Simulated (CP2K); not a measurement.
Crystal: MoS2.

```
Mo S
1.0
     3.16000    0.00000    0.00000
     1.58000    2.73664    0.00000
    -1.58000   -0.91221    6.15000
Mo S
1 2
Direct
  0.00000 0.00000 0.00000
  0.41700 0.41700 0.25100
  0.25000 0.25000 0.75000
```

Measurements of this composition are mostly on another form, of space group No. 194.

Base run:

| Item | Value |
| --- | --- |
| Program | CP2K 2026.2 |
| Functional | PBE |
| Potentials or basis | GTH_POTENTIALS Mo GTH-PBE-q14, S GTH-PBE-q6; DZVP-MOLOPT-SR-GTH basis |
| Density cutoff | 6123 eV |
| k mesh | 8 × 8 × 8 |
| Occupations | fermi-dirac, width 0.05 eV |
| Spin | no spin polarisation |
| Hubbard terms | Mo d U = 2.0 eV |

Its results: band gap on the k mesh 0.90 eV, indirect (least direct gap 1.89 eV); largest force 0.610 eV/Å.

**Question.** The run is repeated on the same cell with these changes: hubbard terms from Mo d U = 2.0 eV to none. What comes out?

**Answer.** Band gap on the k mesh 1.05 eV, indirect (least direct gap 2.04 eV); largest force 0.586 eV/Å.

Caveats: the basis of atomic orbitals isn't converged, which shifts pressures, moduli and gaps; this program's U acts on Mulliken populations of all basis functions of the shell, so it isn't the U of plane-wave codes (some runs); energies scatter by some meV and the pressure isn't listed (some runs).

A k mesh can miss the band edges.

Not every run made on this cell is shown here.
